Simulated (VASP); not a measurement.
The system is Tl.

```
CELL_PARAMETERS angstrom
-1.94100 1.94100 1.94100
1.94100 -1.94100 1.94100
1.94100 1.94100 -1.94100
ATOMIC_POSITIONS crystal
Tl 0.00000 0.00000 0.00000
```

This isn't the form of Tl at room conditions, which is hcp.

Base run:

* Program: VASP 6.6.1
* Functional: r2SCAN
* Potentials or basis: VASP PAW PBE potentials, release 64 (Tl_d)
* Cutoff: 520 eV
* k mesh: 13 × 13 × 13
* Occupations: fermi-dirac, width 0.05 eV
* Spin: no spin polarisation

Its results: band gap on the k mesh none (metal or under the smearing width); pressure 0.9 GPa.

The run is repeated on the same cell with these changes: functional from r2SCAN to PBE; further incar settings from ALGO = Normal; EDIFF = 1e-06; NBANDS = 12 to ALGO = Normal; EDIFF = 1e-07; NBANDS = 12. What comes out?

Band gap on the k mesh none (metal or under the smearing width); pressure 2.2 GPa.

Caveats: the PAW data sets were made with another functional, which shifts forces and pressure a little (some runs).
